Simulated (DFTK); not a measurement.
# Si (P-1) in DFTK: notebook

One crystal, Si, is run at these levels: PBE; tasks: single point.

All numbers are computed with DFTK 0.8.2; they aren't measurements. Logs are shortened: lines on timing, memory, paths and dates and some standing lists are left out, and cuts for length are marked.

**1. The crystal as given**

The typed cell holds 1 atom: a = 2.765 Å, b = 2.307 Å, c = 2.655 Å, α = 60.64°, β = 73.23°, γ = 67.05°.

This isn't the form of Si at room conditions, which is diamond.

**2. Single point, PBE**

run.jl

```julia
using DFTK
using PseudoPotentialData
using Unitful, UnitfulAtomic
using LinearAlgebra, Printf
include("save.jl")
disable_threading()

# lattice vectors are the columns
lattice = austrip(1u"Å") * [   -0.38151126     1.69609995     1.96855757;
               1.90029787     0.02693978     1.76430445;
               1.97204257     1.56359153    -0.24551784]
symbols   = [:Si]
positions = [[0.0, 0.0, 0.0]]
pseudopotentials = PseudoFamily("dojo.nc.sr.pbe.v0_4_1.standard.upf")
elements = Dict(s => ElementPsp(s, pseudopotentials) for s in unique(symbols))
atoms    = [elements[s] for s in symbols]

build_model(lattice, positions; symmetries=true) =
    model_DFT(lattice, atoms, positions;
              functionals=PBE(),
              temperature=austrip(0.05u"eV"),
              smearing=Smearing.FermiDirac(),
              symmetries)
Ecut  = 18.0  # hartree
kgrid = [10, 14, 11]
tol   = 1e-6
to_GPa = ustrip(uconvert(u"GPa", 1u"hartree/bohr^3"))

model = build_model(lattice, positions)
basis = PlaneWaveBasis(model; Ecut, kgrid)
display(basis)
scfres = self_consistent_field(basis;
                               tol,
                               nbandsalg=AdaptiveBands(model; n_bands_converge=7))
display(scfres.energies)
@printf "Fermi level: %.6f eV\n" ustrip(auconvert(u"eV", something(scfres.εF, NaN)))
forces = compute_forces_cart(scfres)
println("Forces (eV/Å)")
for (s, f) in zip(symbols, forces)
    @printf "%-3s %12.6f %12.6f %12.6f\n" s ustrip.(auconvert.(u"eV/Å", f))...
end
stress = compute_stresses_cart(scfres)
println("Stress (GPa)")
display(round.(stress * to_GPa; digits=4))
println("Levels at the first k-point (eV): ", round.(ustrip.(auconvert.(u"eV", scfres.eigenvalues[1][1:scfres.n_bands_converge])); digits=4))
save_scf!(scfres; forces, stress)
```

Potentials or basis: dojo.nc.sr.pbe.v0_4_1.standard.upf (PBE).

Run with:

```
$ julia --threads=1 run.jl  # save.jl only writes the numbers to a file and isn't shown; printed stress counts tension as positive; times include loading and compiling
```

The log of the run:

```text
PlaneWaveBasis discretization:

    Ecut                 : 18.0 Ha
    fft_size             : (24, 20, 24), 11520 total points
    kgrid                : MonkhorstPack([10, 14, 11])
    num.   red. kpoints  : 1540
    num. irred. kpoints  : 772

    Discretized Model(gga_x_pbe+gga_c_pbe, 3D):
        lattice (in Bohr)    : [-0.720952 , 3.20516   , 3.72003   ]
                               [3.59104   , 0.0509088 , 3.33405   ]
                               [3.72662   , 2.95476   , -0.463961 ]
        unit cell volume     : 91.049 Bohr³

        atoms                : Si
        pseudopot. family    : PseudoFamily("dojo.nc.sr.pbe.v0_4_1.standard.upf")

        num. electrons       : 4
        spin polarization    : none
        temperature          : 0.0018375 Ha
        smearing             : DFTK.Smearing.FermiDirac()

        terms                : Kinetic()
                               AtomicLocal()
                               AtomicNonlocal()
                               Ewald(nothing)
                               PspCorrection()
                               Hartree()
                               Xc(gga_x_pbe, gga_c_pbe)
                               Entropy()
n     Energy            log10(ΔE)   log10(Δρ)   Diag   Δtime
---   ---------------   ---------   ---------   ----   ------
  1   -4.206468898109                   -1.33    3.1    17.8s
  2   -4.206842089964       -3.43       -1.72    1.0    11.2s
  3   -4.206903699460       -4.21       -3.13    1.8    12.5s
  4   -4.206906371918       -5.57       -3.68    3.4    20.1s
  5   -4.206906378078       -8.21       -4.04    1.4    11.4s
  6   -4.206906378783       -9.15       -5.27    1.4    12.6s
  7   -4.206906378828      -10.34       -5.76    3.2    17.0s
  8   -4.206906378829      -12.51       -6.51    1.3    10.6s
Energy breakdown (in Ha):
    Kinetic             1.6529095
    AtomicLocal         -0.2025260
    AtomicNonlocal      0.5646756
    Ewald               -5.0731170
    PspCorrection       0.4104692
    Hartree             0.0404103
    Xc                  -1.5995887
    Entropy             -0.0001392

    total               -4.206906378829
Fermi level: 8.793416 eV
Forces (eV/Å)
Si     -0.000000    -0.000000     0.000000
Stress (GPa)
3×3 StaticArraysCore.SMatrix{3, 3, Float64, 9} with indices SOneTo(3)×SOneTo(3):
 -24.7072  -4.9331  -14.2227
  -4.9331  -2.2886    7.1509
 -14.2227   7.1509  -18.2649
Levels at the first k-point (eV): [-6.3501, 14.5574, 15.6928, 19.0962, 19.7495, 26.5857, 27.2682]
```

Wall time 5.6 min (1 thread of Intel Xeon Platinum 8175M at 2.50GHz (Skylake/Cascade Lake), shared host); peak memory 1.9 GiB.

Results:

| Property | Result |
| --- | --- |
| Free energy | -114.4758 eV |
| Pressure | 15.1 GPa |
| Band gap on the k mesh | none (metal or under the smearing width) |

**3. Single point, PBE**

Edit run.jl of step 2 so:

```diff
@@ -13,3 +13,3 @@
 positions = [[0.0, 0.0, 0.0]]
-pseudopotentials = PseudoFamily("dojo.nc.sr.pbe.v0_4_1.standard.upf")
+pseudopotentials = PseudoFamily("dojo.nc.sr.pbe.v0_5.standard.upf")
 elements = Dict(s => ElementPsp(s, pseudopotentials) for s in unique(symbols))
```

Potentials or basis: dojo.nc.sr.pbe.v0_5.standard.upf (PBE).

Run with:

```
$ julia --threads=1 run.jl  # save.jl only writes the numbers to a file and isn't shown; printed stress counts tension as positive; times include loading and compiling
```

Run time: 5.6 min. Hardware: 1 thread of Intel Xeon Platinum 8175M at 2.50GHz (Skylake/Cascade Lake), shared host; peak memory 1.9 GiB.

Results (log left out):

```yaml
Free_energy: -114.4758 eV
Pressure: 15.1 GPa
Band_gap_on_the_k_mesh: none (metal or under the smearing width)
```

Stress tensor (GPa, compression positive):
```
24.71  4.93 14.22
 4.93  2.29 -7.15
14.22 -7.15 18.26
```

Levels at points of the mesh, in eV from the Fermi level:
```
             k point  band 1  band 2  band 3  band 4  band 5
  (0.00, 0.00, 0.00)  -15.14    5.76    6.90   10.30   10.96
 (-0.50, 0.00, 0.00)  -10.79   -8.08   11.61   12.08   14.80
 (0.00, -0.50, 0.00)   -6.29   -4.78    5.57    6.66    6.88
(-0.50, -0.50, 0.00)   -5.43   -3.39    3.41    4.48    4.51
```

**4. Single point, PBE**

Edit run.jl of step 3 so:

```diff
@@ -13,3 +13,3 @@
 positions = [[0.0, 0.0, 0.0]]
-pseudopotentials = PseudoFamily("dojo.nc.sr.pbe.v0_5.standard.upf")
+pseudopotentials = PseudoFamily("dojo.nc.sr.pbe.v0_5.stringent.upf")
 elements = Dict(s => ElementPsp(s, pseudopotentials) for s in unique(symbols))
```

Potentials or basis: dojo.nc.sr.pbe.v0_5.stringent.upf (PBE).

Run with:

```
$ julia --threads=1 run.jl  # save.jl only writes the numbers to a file and isn't shown; printed stress counts tension as positive; times include loading and compiling
```

It took 5.6 min on 1 thread of Intel Xeon Platinum 8175M at 2.50GHz (Skylake/Cascade Lake), shared host; peak memory 1.9 GiB.

It converged, with:

- Free energy: -114.4758 eV
- Pressure: 15.1 GPa
- Band gap on the k mesh: none (metal or under the smearing width)

Stress tensor (GPa, compression positive):
```
24.71  4.93 14.22
 4.93  2.29 -7.15
14.22 -7.15 18.26
```

Levels at points of the mesh, in eV from the Fermi level:
| k point | band 1 | band 2 | band 3 | band 4 | band 5 | band 6 |
| --- | --- | --- | --- | --- | --- | --- |
| (0.00, 0.00, 0.00) | -15.14 | 5.76 | 6.90 | 10.30 | 10.96 | 17.79 |
| (-0.50, 0.00, 0.00) | -10.79 | -8.08 | 11.61 | 12.08 | 14.80 | 16.05 |
| (0.00, -0.50, 0.00) | -6.29 | -4.78 | 5.57 | 6.66 | 6.88 | 10.19 |
| (-0.50, -0.50, 0.00) | -5.43 | -3.39 | 3.41 | 4.48 | 4.51 | 7.77 |

**5. Overview**

| potentials or basis | gap on the mesh (eV) | pressure (GPa) |
| --- | --- | --- |
| dojo.nc.sr.pbe.v0_4_1.standard.upf (PBE) | none | 15.1 |
| dojo.nc.sr.pbe.v0_5.standard.upf (PBE) | none | 15.1 |
| dojo.nc.sr.pbe.v0_5.stringent.upf (PBE) | none | 15.1 |

Alike in all rows: task single point; level PBE; no spin polarisation; cell as given; k mesh 10 × 14 × 11; cutoff (eV) 490; smearing fermi-dirac 0.05 eV.

Total energies depend on the potentials used, so only differences within one code and one set of settings carry meaning.
